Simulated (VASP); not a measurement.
# GaP (F-43m) in VASP: notebook, part 2 of 2

VASP 6.6.1. The steps go on from the part before.

**3. Single point, PBE**

INCAR reads:

```
PREC = Accurate
ENCUT = 520
EDIFF = 1E-6
ISMEAR = 0
SIGMA = 0.011
LREAL = F
LASPH = T
NELM = 100
ALGO = Fast
ISIF = 2
LWAVE = F
LCHARG = F
GGA = PE
NBANDS = 16
```

KPOINTS reads:

```
regular mesh
0
Gamma
  8 8 8
```

POSCAR reads:

```
GaP
1.0
    0.0000000000      2.7252500000      2.7252500000
    2.7252500000      0.0000000000      2.7252500000
    2.7252500000      2.7252500000      0.0000000000
Ga P
1 1
Direct
    0.0000000000      0.0000000000      0.0000000000
    0.7500000000      0.7500000000      0.7500000000
```

Potentials or basis: VASP PAW PBE potentials, release 64 (Ga_d, P).

Run with:

```bash
$ cat potpaw_PBE.64/Ga_d/POTCAR potpaw_PBE.64/P/POTCAR > POTCAR
$ mpirun -np 1 vasp_std > vasp.out
```

OUTCAR:

```text
PREC = Accurate
   ENCUT = 520
   EDIFF = 1E-6
   ISMEAR = 0
   LREAL = F
   LASPH = T
   NELM = 100
   ISIF = 2
   GGA = PE

 ion  position               nearest neighbor table
   1  0.000  0.000  0.000-   2 2.36   2 2.36   2 2.36   2 2.36
   2  0.750  0.750  0.750-   1 2.36   1 2.36   1 2.36   1 2.36

  LATTYP: Found a face centered cubic cell.
 ALAT       =     5.4505000000

  Lattice vectors:

 A1 = (   0.0000000000,   2.7252500000,   2.7252500000)
 A2 = (   2.7252500000,   0.0000000000,   2.7252500000)
 A3 = (   2.7252500000,   2.7252500000,   0.0000000000)

Analysis of symmetry for initial positions (statically):
=====================================================================
 Subroutine PRICEL returns:
 Original cell was already a primitive cell.

 Routine SETGRP: Setting up the symmetry group for a
 face centered cubic supercell.

 Subroutine GETGRP returns: Found 24 space group operations
 (whereof 24 operations were pure point group operations)
 out of a pool of 48 trial point group operations.

The static configuration has the point symmetry T_d .

Analysis of symmetry for dynamics (positions and initial velocities):
[... 164 lines left out ...]
 val. band max:        4.6528797935   @ k =   0.0000   0.0000   0.0000
 cond. band min:       6.2944778925   @ k =   0.3750   0.3750   0.0000
 fundamental gap:      1.6415980990
 Fermi energy:         4.7829719040

 k-point     1 :       0.0000    0.0000    0.0000
  band No.  band energies     occupation
      1      -9.8984      2.00000
      2      -9.8984      2.00000
      3      -9.8984      2.00000
      4      -9.7987      2.00000
      5      -9.7987      2.00000
      6      -7.8390      2.00000
[... 433 lines left out ...]
      3      -9.8554      2.00000
      4      -9.8038      2.00000
      5      -9.7913      2.00000
      6      -5.3670      2.00000
[... 8 lines left out ...]
     15      16.6585      0.00000
     16      17.1628      0.00000

 [... further k-points ...]

------------------------ aborting loop because EDIFF is reached ----------------------------------------

  FORCE on cell =-STRESS in cart. coord.  units (eV):
  Direction    XX          YY          ZZ          XY          YZ          ZX
  --------------------------------------------------------------------------------------
  -------------------------------------------------------------------------------------
  Total        0.6117108      0.6117108      0.6117108     -0.0000000      0.0000000      0.0000000
  in kB       24.2107196     24.2107196     24.2107196     -0.0000000      0.0000000      0.0000000
  external PRESSURE =      24.2107196 kB  Pullay stress =       0.0000000 kB

 VOLUME and BASIS-vectors are now :
 -----------------------------------------------------------------------------
  energy-cutoff  :      520.00
  volume of cell :       40.48
      direct lattice vectors                 reciprocal lattice vectors
     0.000000000  2.725250000  2.725250000    -0.183469406  0.183469406  0.183469406
     2.725250000  0.000000000  2.725250000     0.183469406 -0.183469406  0.183469406
     2.725250000  2.725250000  0.000000000     0.183469406  0.183469406 -0.183469406

 POSITION                                       TOTAL-FORCE (eV/Angst)
 -----------------------------------------------------------------------------------
      0.00000      0.00000      0.00000         0.000000      0.000000      0.000000
      4.08788      4.08788      4.08788        -0.000000     -0.000000     -0.000000
 -----------------------------------------------------------------------------------
    total drift:                               -0.000002     -0.000002     -0.000002

  FREE ENERGIE OF THE ION-ELECTRON SYSTEM (eV)
  ---------------------------------------------------
  free  energy   TOTEN  =        -9.1161214657 eV

  energy  without entropy=       -9.1161214657  energy(sigma->0) =       -9.11612147
```

It took 45 s on 1 thread of AMD EPYC, shared host; peak memory 0.13 GiB.

Results:

```
Free energy            : -9.1161 eV
Pressure               : 2.4 GPa
Band gap on the k mesh : 1.64 eV, indirect (least direct gap 1.83 eV)
```

**4. Relaxation of cell and atoms, RPBE**

INCAR reads:

```
SYSTEM = GaP
ALGO = Normal
EDIFF = 1E-7
EDIFFG = -0.02
ENCUT = 600
GGA = RP
IBRION = 2
ISIF = 3
ISMEAR = -1
LASPH = .TRUE.
LCHARG = .FALSE.
LREAL = .FALSE.
LWAVE = .FALSE.
NELM = 100
NSW = 40
PREC = Accurate
SIGMA = 0.05
```

KPOINTS reads:

```
k-points
0
G
  8 8 8
  0 0 0
```

POSCAR is that of step 3.

Run with:

```bash
$ cat potpaw_PBE.64/Ga_d/POTCAR potpaw_PBE.64/P/POTCAR > POTCAR
$ mpirun -np 1 vasp_std > vasp.out
```

It took 88 s on 1 thread of AMD EPYC, shared host; peak memory 0.16 GiB.

The run converged. Its results:

```
Free energy                            : -8.4601 eV
Relaxed volume                         : 21.41 Å³/atom
Relaxed cell                           : a = 3.927 Å, b = 3.927 Å, c = 3.927 Å, α = 60.00°, β = 60.00°, γ = 60.00°
Space group after relaxing (to 0.05 Å) : F-43m (No. 216)
Energy gained by relaxing              : 15.5 meV/atom
Ionic steps                            : 3
Pressure after relaxing                : 0.0 GPa
Band gap on the k mesh                 : 1.50 eV, direct
```

Step by step:
```
step  energy change (eV)  largest force (eV/Å)  pressure (GPa)  volume (Å³)
   1              0.0000                0.0000            4.50        40.48
   2             -0.0252                0.0000           -1.64        43.90
   3             -0.0310                0.0000           -0.01        42.81
```

Final structure:
```yaml
crystal:
  lattice:
    - [0.00000, 2.77656, 2.77656]
    - [2.77656, 0.00000, 2.77656]
    - [2.77656, 2.77656, 0.00000]
  atoms:
    - { symbol: Ga, position: [0.00000, 0.00000, 0.00000] }
    - { symbol: P, position: [0.75000, 0.75000, 0.75000] }
```

Levels at points of the mesh, in eV from the valence-band top:
```csv
k point,band 7,band 8,band 9,band 10,band 11,band 12
"(0.00, 0.00, 0.00)",0.00,0.00,0.00,1.50,3.93,3.93
"(0.50, 0.00, 0.00)",-6.27,-1.03,-1.03,1.60,4.76,4.76
"(0.50, 0.50, 0.00)",-6.45,-2.48,-2.48,1.88,1.95,10.23
```

Caveat: the PAW data sets were made with another functional, which shifts forces and pressure a little. Zero-point motion and thermal expansion aren't in these numbers.

**5. Summary**

| task | level | cell | cutoff (eV) | smearing | gap on the mesh (eV) | pressure (GPa) |
| --- | --- | --- | --- | --- | --- | --- |
| single point | PBE | as given | 520 | gaussian 0.023 eV | 1.64 | 2.5 |
| single point | PBE | as given | 520 | gaussian 0.011 eV | 1.64 | 2.4 |
| relaxation of cell and atoms | RPBE | relaxed | 600 | fermi-dirac 0.05 eV | 1.50 | 0.0 |

Alike in all rows: potentials or basis VASP PAW PBE potentials, release 64 (Ga_d, P); no spin polarisation; k mesh 8 × 8 × 8.

Caveats: the PAW data sets were made with another functional, which shifts forces and pressure a little (some runs).

Total energies depend on the potentials used, so only differences within one code and one set of settings carry meaning.

**6. Comparison with measurements**

Step 2. Against the measured gap of GaP, 2.34 eV (indirect; 10 K; quoted in “Stacking defects in GaP nanowires: Electronic structure and optical properties”, 2018, arxiv:1810.01194), the calculated 1.64 eV is off by -0.70 eV. Spin-orbit coupling on Ga is left out. The value is that of PBE on a finite k mesh, which can miss the band edges, without temperature or zero-point motion. Semilocal functionals fall short of measured gaps as a rule.

Step 3. Against the measured gap of GaP, 2.34 eV (indirect; 10 K; quoted in “Stacking defects in GaP nanowires: Electronic structure and optical properties”, 2018, arxiv:1810.01194), the calculated 1.64 eV is off by -0.70 eV. Spin-orbit coupling on Ga is left out. The value is that of PBE on a finite k mesh, which can miss the band edges, without temperature or zero-point motion. Semilocal functionals fall short of measured gaps as a rule.
